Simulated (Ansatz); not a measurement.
The system is Ga.

```
CELL_PARAMETERS angstrom
1.45000 -4.06500 0.00000
1.45000 4.06500 0.00000
0.00000 0.00000 3.17000
ATOMIC_POSITIONS crystal
Ga 0.13300 0.86700 0.75000
Ga 0.86700 0.13300 0.25000
```

This isn't the form of Ga at room conditions, which is orthorhombic.

```yaml
Program: Ansatz 0.2.0
Task: single point
Functional: PBE
Potentials_or_basis: Ansatz PAW
Cutoff: "420 eV (not typed: the program's choice for these potentials)"
k_mesh: 10 × 10 × 8
Occupations: fermi-dirac, width 0.05 eV
Spin: no spin polarisation
```

On this cell: pressure 1.4 GPa; largest force 0.213 eV/Å; band gap on the k mesh none (metal or under the smearing width).

The same run follows on a disturbed copy (atoms moved at random, drawn with an rms of 0.05 Å):

```
CELL_PARAMETERS angstrom
1.45000 -4.06500 0.00000
1.45000 4.06500 0.00000
0.00000 0.00000 3.17000
ATOMIC_POSITIONS crystal
Ga 0.14265 0.88362 0.75216
Ga 0.86304 0.14619 0.26198
```

Problem. What changes?

Solution. The energy (extrapolated to zero smearing) moves by -1.7 meV/atom; pressure 1.5 GPa; largest force 0.058 eV/Å; band gap on the k mesh none (metal or under the smearing width).

Forces in eV/Å, atoms in the order of the input:
```
Ga  -0.010 -0.013  0.056
Ga   0.010  0.013 -0.056
```

Stress tensor (GPa, compression positive):
```
 0.21 -0.07 -0.01
-0.07  1.66  0.00
-0.01  0.00  2.48
```
